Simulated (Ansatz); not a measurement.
# Si + C → SiC: energy for one SiC from the elemental crystals

SiC (F-43m), 4×4×4 mesh:

```
CELL_PARAMETERS angstrom
0.00000 2.17900 2.17900
2.17900 0.00000 2.17900
2.17900 2.17900 0.00000
ATOMIC_POSITIONS crystal
Si 0.00000 0.00000 0.00000
C 0.25000 0.25000 0.25000
```

Si (Fd-3m), 4×4×4 mesh:

```
CELL_PARAMETERS angstrom
0.00000 2.71550 2.71550
2.71550 0.00000 2.71550
2.71550 2.71550 0.00000
ATOMIC_POSITIONS crystal
Si 0.00000 0.00000 0.00000
Si 0.25000 0.25000 0.25000
```

C (Fd-3m), 4×4×4 mesh:

```xyz
2
Lattice="0.0000 1.7835 1.7835 1.7835 0.0000 1.7835 1.7835 1.7835 0.0000" Properties=species:S:1:pos:R:3 pbc="T T T"
C     0.0000    0.0000    0.0000
C     0.8918    0.8918    0.8918
```

RPA total energy on PBE orbitals, soft PAW set, first generation (Ansatz); wave cutoff 800 eV, correlation extrapolated to infinite response cutoff from cutoffs up to 500 eV, long-wavelength term: neglected.

PBE gives -0.58 eV.

(1) What does RPA give, and how does it split?

## Answers

(1) -0.69 eV: exact exchange -0.75 eV and correlation +0.06 eV. The meshes are coarse, which can move each part by tenths of an eV, so these aren't converged reaction energies.

Soft PAW datasets can recover too little correlation energy, by a few per cent up to a quarter and more. This ran on a trial build of the method.
